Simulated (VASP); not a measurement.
# CuO (C2/c) in VASP: notebook

The runs below take CuO through relaxation of cell and atoms, with PBEsol.

Program: VASP 6.6.1. These are calculated values, not measurements. Logs are shortened: lines on timing, memory, paths and dates and some standing lists are left out, and cuts for length are marked.

### 1 The structure

Symmetry: C2/c, No. 15, monoclinic system. Conventional cell: a = 4.684 Å, b = 3.423 Å, c = 5.129 Å, α = 90.00°, β = 99.54°, γ = 90.00°. Cu (site symmetry -1) has 4 O at 1.95 to 1.96 Å as nearest neighbours. O (site symmetry 2) is surrounded by 4 Cu at 1.95 to 1.96 Å.

### 2 Relaxation of cell and atoms, PBEsol

Contents of INCAR:

```
PREC = Accurate
ENCUT = 600
EDIFF = 1E-6
ISMEAR = 1
SIGMA = 0.1
LREAL = F
LASPH = T
NELM = 80
ALGO = Normal
ISIF = 3
LWAVE = F
LCHARG = F
GGA = PS
IBRION = 2
NSW = 90
EDIFFG = -0.01
KPAR = 2
```

Contents of KPOINTS:

```
regular mesh
0
Gamma
  14 14 8
```

Contents of POSCAR:

```
CuO
1.0
    2.3418500000     -1.7113000000      0.0000000000
    2.3418500000      1.7113000000      0.0000000000
   -0.8500274300      0.0000000000      5.0578693900
Cu O
2 2
Direct
    0.0000000000      0.5000000000      0.0000000000
    0.5000000000      0.0000000000      0.5000000000
    0.5816000000      0.4184000000      0.2500000000
    0.4184000000      0.5816000000      0.7500000000
```

Potentials or basis: VASP PAW PBE potentials, release 64 (Cu, O).

Launch:

```sh
cat potpaw_PBE.64/Cu/POTCAR potpaw_PBE.64/O/POTCAR > POTCAR
mpirun -np 2 vasp_std > vasp.out
```

OUTCAR:

```text
PREC = Accurate
   ENCUT = 600
   EDIFF = 1E-6
   ISMEAR = 1
   LREAL = F
   LASPH = T
   NELM = 80
   ISIF = 3
   GGA = PS
   IBRION = 2
   NSW = 90
   EDIFFG = -0.01

 ion  position               nearest neighbor table
   1  0.000  0.500  0.000-   3 1.95   4 1.95   4 1.96   3 1.96
   2  0.500  0.000  0.500-   4 1.95   3 1.95   4 1.96   3 1.96
   3  0.582  0.418  0.250-   2 1.95   1 1.95   2 1.96   1 1.96
   4  0.418  0.582  0.750-   1 1.95   2 1.95   2 1.96   1 1.96

  LATTYP: Found a base centered monoclinic cell.
 ALAT       =     4.6837000000
 B/A-ratio  =     0.7307470589
 C/A-ratio  =     1.0950317048
 COS(beta)  =    -0.1657361236

  Lattice vectors:

 A1 = (   2.3418500000,  -1.7113000000,   0.0000000000)
 A2 = (   2.3418500000,   1.7113000000,   0.0000000000)
 A3 = (  -0.8500274300,   0.0000000000,   5.0578693900)

Analysis of symmetry for initial positions (statically):
=====================================================================
 Subroutine PRICEL returns:
 Original cell was already a primitive cell.

 Routine SETGRP: Setting up the symmetry group for a
 base centered monoclinic supercell.

 Subroutine GETGRP returns: Found  4 space group operations
 (whereof  2 operations were pure point group operations)
 out of a pool of  4 trial point group operations.

The static configuration has the point symmetry S_2 .
 The point group associated with its full space group is C_2h.

Analysis of symmetry for dynamics (positions and initial velocities):
=====================================================================
 Subroutine PRICEL returns:
 Original cell was already a primitive cell.

 Routine SETGRP: Setting up the symmetry group for a
 base centered monoclinic supercell.

 Subroutine GETGRP returns: Found  4 space group operations
 (whereof  2 operations were pure point group operations)
 out of a pool of  4 trial point group operations.

The dynamic configuration has the point symmetry S_2 .
 The point group associated with its full space group is C_2h.

 Subroutine INISYM returns: Found  4 space group operations
 (whereof  2 operations are pure point group operations),
 and found     1 'primitive' translations

[... 118 lines left out ...]
     AMIX_MAG =   1.60;   BMIX_MAG =  1.00
  volume/ion in A,a.u.               =      10.13        68.39
  Fermi-wavevector in a.u.,A,eV,Ry     =   1.543856  2.917465 32.429379  2.383492
  Thomas-Fermi vector in A             =   2.649460
   LORBIT       =      0    0 simple, 1 ext, 2 COOP (PROOUT), +10 PAW based schemes
   GGA     = PS    functional components
   LHFCALC =     F    Hartree Fock is set to
   AEXX    =    0.0000 exact exchange contribution
   IVDW    =     0    specifies the selected vdW correction
   LEPSILON=     F    determine dielectric tensor
   LRPA    =     F    only Hartree local field effects (RPA)
 conjugate gradient relaxation of ions
 non-spin polarized calculation
 Methfessel and Paxton  Order N= 1 SIGMA  =   0.10
  energy-cutoff  :      600.00
  volume of cell :       40.54
 maximum number of plane-waves:      1366
   NGX = 11   NGY = 11   NGZ = 21

--------------------------------------- Ionic step        1  -------------------------------------------

 number of electron      33.9999983 magnetization

 Free energy of the ion-electron system (eV)
  ---------------------------------------------------
  ext. energy  EPLUGINS =         0.00000000
  ---------------------------------------------------
  free energy    TOTEN  =       -21.34698226 eV

  energy without entropy =      -21.34661166  energy(sigma->0) =      -21.34685873

------------------------ aborting loop because EDIFF is reached ----------------------------------------

  FORCE on cell =-STRESS in cart. coord.  units (eV):
  Direction    XX          YY          ZZ          XY          YZ          ZX
  --------------------------------------------------------------------------------------
  -------------------------------------------------------------------------------------
  Total       -0.6700857     -0.0071697     -1.0008873      0.0000000      0.0000000     -0.1394992
  in kB      -26.4824479     -0.2833539    -39.5560526      0.0000000      0.0000000     -5.5131463
  external PRESSURE =     -22.1072848 kB  Pullay stress =       0.0000000 kB
[... 95 lines left out ...]
  FREE ENERGIE OF THE ION-ELECTRON SYSTEM (eV)
  ---------------------------------------------------
  free  energy   TOTEN  =       -21.3594090747 eV

  energy  without entropy=      -21.3590856627  energy(sigma->0) =      -21.35930127

[... ionic steps 4 to 27 ...]

--------------------------------------- Ionic step       28  -------------------------------------------

 number of electron      33.9999972 magnetization

------------------------ aborting loop because EDIFF is reached ----------------------------------------
[... 71 lines left out ...]
--------------------------------------- Ionic step       30  -------------------------------------------

 number of electron      33.9999971 magnetization

 Free energy of the ion-electron system (eV)
  ---------------------------------------------------
  ext. energy  EPLUGINS =         0.00000000
  ---------------------------------------------------
  free energy    TOTEN  =       -21.47209086 eV

  energy without entropy =      -21.47062497  energy(sigma->0) =      -21.47160223

 E-fermi :   5.2055     XC(G=0): -11.8045

 val. band max:        5.2054746834   @ k =  -0.3571   0.0000   0.1250
 cond. band min:       5.2056209224   @ k =  -0.2857   0.1429   0.5000
 fundamental gap:      0.0001462390
 Fermi energy:         5.2055000148

 k-point     1 :       0.0000    0.0000    0.0000
  band No.  band energies     occupation
      1     -14.8544      2.00000
      2     -13.4413      2.00000
      3      -3.3322      2.00000
      4      -0.5411      2.00000
      5      -0.4291      2.00000
      6       1.2575      2.00000
[... 565 lines left out ...]
     20      10.7253      0.00000
     21      14.0103      0.00000

 [... further k-points ...]

------------------------ aborting loop because EDIFF is reached ----------------------------------------

  FORCE on cell =-STRESS in cart. coord.  units (eV):
  Direction    XX          YY          ZZ          XY          YZ          ZX
  --------------------------------------------------------------------------------------
  -------------------------------------------------------------------------------------
  Total       -0.0118717      0.0066922     -0.0206361      0.0000000      0.0000000     -0.0224346
  in kB       -0.4455748      0.2511768     -0.7745248      0.0000000      0.0000000     -0.8420283
  external PRESSURE =      -0.3229743 kB  Pullay stress =       0.0000000 kB
[... 19 lines left out ...]
  FREE ENERGIE OF THE ION-ELECTRON SYSTEM (eV)
  ---------------------------------------------------
  free  energy   TOTEN  =       -21.4720908604 eV

  energy  without entropy=      -21.4706249663  energy(sigma->0) =      -21.47160223

 reached required accuracy - stopping structural energy minimisation
```

Run time: 25 min. Hardware: 2 MPI ranks of Intel Xeon Platinum 8559C (Emerald Rapids), shared host; peak memory 0.49 GiB.

What came out:

| Item | Value |
| --- | --- |
| Free energy | -21.4721 eV |
| Relaxed volume | 10.67 Å³/atom |
| Relaxed cell | a = 2.893 Å, b = 2.893 Å, c = 5.109 Å, α = 89.96°, β = 89.96°, γ = 87.00° |
| Space group after relaxing (to 0.05 Å) | Cccm (No. 66) |
| Energy gained by relaxing | 31.3 meV/atom |
| Ionic steps | 30 |
| Pressure after relaxing | 0.0 GPa |
| Largest force after relaxing | 0.005 eV/Å |
| Band gap on the k mesh | none (metal or under the smearing width) |

Forces in eV/Å, atoms in the order of the input:
```
Cu   0.000  0.000  0.000
Cu   0.000  0.000  0.000
O    0.000  0.005  0.000
O    0.000 -0.005  0.000
```

Step by step:
```tsv
step	energy change (eV)	largest force (eV/Å)	pressure (GPa)	volume (Å³)
1	0.0000	0.3259	-2.21	40.54
2	-0.0122	0.1616	2.48	39.72
3	-0.0124	0.1838	1.79	39.83
4	-0.0230	0.1106	1.30	40.11
5	-0.0328	0.0821	0.36	40.77
6	-0.0419	0.0588	-0.24	41.06
7	-0.0627	0.0015	-1.78	41.93
8	-0.0760	0.0555	-4.59	43.55
9	-0.0758	0.0385	-3.62	43.01
10	-0.0862	0.0338	-2.72	42.89
11	-0.1007	0.0322	-0.56	42.60
12	-0.0943	0.0638	4.05	41.94
13	-0.1039	0.0343	1.30	42.36
14	-0.1097	0.0520	0.75	42.50
15	-0.1175	0.0905	-0.79	42.89
16	-0.1194	0.0611	-0.13	42.69
17	-0.1199	0.0452	0.24	42.59
18	-0.1199	0.0374	0.45	42.53
19	-0.1205	0.0236	-0.08	42.62
20	-0.1205	0.0162	-0.22	42.67
21	-0.1211	0.0123	-0.24	42.64
22	-0.1224	0.0015	0.22	42.57
23	-0.1230	0.0230	0.73	42.41
24	-0.1234	0.0207	0.43	42.46
25	-0.1241	0.0123	0.08	42.59
26	-0.1233	0.0001	-1.05	42.86
27	-0.1241	0.0081	-0.21	42.66
28	-0.1245	0.0039	-0.14	42.65
29	-0.1250	0.0083	0.29	42.62
30	-0.1251	0.0052	-0.03	42.69
```

Final structure:
```
CELL_PARAMETERS angstrom
2.09184 -1.99115 0.16250
2.09184 1.99115 0.16250
-0.39046 0.00000 5.09405
ATOMIC_POSITIONS crystal
Cu 0.00000 0.50000 0.00000
Cu 0.50000 0.00000 0.50000
O 0.49990 0.50010 0.25000
O 0.50010 0.49990 0.75000
```

Caveat: the PAW data sets were made with another functional, which shifts forces and pressure a little; the run has no spin polarisation, though such a crystal can be magnetic; semilocal functionals often make such compounds metallic where correlation or magnetic order opens a gap, which also shifts bond lengths. With open d or f shells a metallic result of PBEsol can be an artefact of self-interaction; +U or a hybrid may open a gap.

### 3 Relaxation of cell and atoms, PBEsol

This run uses another cell than the first one, of 10.67 Å³/atom, 1.053 times its volume.

Edit INCAR of step 2 so:

```diff
@@ -2,3 +2,3 @@
 ENCUT = 600
-EDIFF = 1E-6
+EDIFF = 1E-7
 ISMEAR = 1
@@ -15,3 +15,3 @@
 NSW = 90
-EDIFFG = -0.01
+EDIFFG = -0.005
 KPAR = 2
```

KPOINTS is that of step 2.

Contents of POSCAR:

```
CuO                                     
1.0
    2.0918410348     -1.9911451174      0.1624998545
    2.0918410348      1.9911451174      0.1624998545
   -0.3904575932      0.0000000000      5.0940461735
  Cu              O             
     2     2
Direct
     1.0000000000000000    0.5000000000000000    0.0000000000000000
     0.5000000000000000    0.0000000000000000    0.5000000000000000
     0.4999003959206853    0.5000996040793146    0.2500000000000000
     0.5000996040793146    0.4999003959206853    0.7500000000000000
```

Potentials or basis: VASP PAW PBE potentials, release 64 (Cu, O).

Launch:

```sh
cat potpaw_PBE.64/Cu/POTCAR potpaw_PBE.64/O/POTCAR > POTCAR
mpirun -np 2 vasp_std > vasp.out
```

Run time: 10 min. Hardware: 2 MPI ranks of Intel Xeon Platinum 8559C (Emerald Rapids), shared host; peak memory 0.49 GiB.

Results (log left out):

* Free energy: -21.4807 eV
* Relaxed volume: 10.70 Å³/atom
* Relaxed cell: a = 2.897 Å, b = 2.897 Å, c = 5.101 Å, α = 90.00°, β = 90.00°, γ = 90.41°
* Space group after relaxing (to 0.05 Å): P4_2/mmc (No. 131)
* Energy gained by relaxing: 0.6 meV/atom
* Ionic steps: 13
* Pressure after relaxing: 0.0 GPa
* Band gap on the k mesh: none (metal or under the smearing width)

Forces in eV/Å, atoms in the order of the input:
```
Cu   0.000  0.000  0.000
Cu   0.000  0.000  0.000
O    0.000 -0.003  0.000
O    0.000  0.003  0.000
```

Step by step:
| step | energy change (eV) | largest force (eV/Å) | pressure (GPa) | volume (Å³) |
| --- | --- | --- | --- | --- |
| 1 | 0.0000 | 0.0044 | 0.15 | 42.69 |
| 2 | -0.0002 | 0.0012 | -0.05 | 42.75 |
| 3 | -0.0004 | 0.0040 | -0.39 | 42.86 |
| 4 | -0.0005 | 0.0049 | -0.37 | 42.85 |
| 5 | -0.0008 | 0.0072 | -0.19 | 42.83 |
| 6 | -0.0011 | 0.0121 | 0.12 | 42.80 |
| 7 | -0.0013 | 0.0093 | 0.05 | 42.81 |
| 8 | -0.0018 | 0.0019 | -0.09 | 42.86 |
| 9 | -0.0022 | 0.0133 | -0.41 | 42.94 |
| 10 | -0.0024 | 0.0128 | -0.19 | 42.87 |
| 11 | -0.0024 | 0.0123 | 0.01 | 42.82 |
| 12 | -0.0024 | 0.0066 | -0.02 | 42.82 |
| 13 | -0.0025 | 0.0027 | -0.01 | 42.82 |

Final structure:
```cif
data_structure
_symmetry_space_group_name_H-M 'P 1'
_symmetry_Int_Tables_number 1
_cell_length_a 2.8972
_cell_length_b 2.8972
_cell_length_c 5.1013
_cell_angle_alpha 89.999
_cell_angle_beta 89.999
_cell_angle_gamma 90.406
_cell_volume 42.82
loop_
_atom_site_label
_atom_site_type_symbol
_atom_site_fract_x
_atom_site_fract_y
_atom_site_fract_z
_atom_site_occupancy
Cu1 Cu 0.00000 0.50000 0.00000 1
Cu2 Cu 0.50000 0.00000 0.50000 1
O1 O 0.49992 0.50008 0.25000 1
O2 O 0.50008 0.49992 0.75000 1
```

Levels at points of the mesh, in eV from the Fermi level:
```csv
k point,band 14,band 15,band 16,band 17,band 18,band 19,band 20,band 21
"(0.00, 0.00, 0.00)",-2.48,-2.39,-2.00,0.68,0.69,1.44,6.00,7.39
"(0.50, 0.00, 0.00)",-1.98,-1.64,-1.57,0.22,0.46,3.51,5.93,6.53
"(0.50, 0.50, 0.00)",-2.44,-1.66,-1.24,-1.23,1.16,1.89,7.13,10.00
"(0.00, 0.00, 0.50)",-2.39,-1.62,-1.62,0.08,0.08,3.50,3.50,11.68
"(0.50, 0.00, 0.50)",-2.45,-2.11,-1.89,-0.15,0.69,4.19,5.94,8.21
"(0.50, 0.50, 0.50)",-2.01,-1.47,-1.47,-0.52,-0.52,3.83,3.83,10.77
```

Caveat: the PAW data sets were made with another functional, which shifts forces and pressure a little; the run has no spin polarisation, though such a crystal can be magnetic; semilocal functionals often make such compounds metallic where correlation or magnetic order opens a gap, which also shifts bond lengths. Zero-point motion and thermal expansion aren't in these numbers.
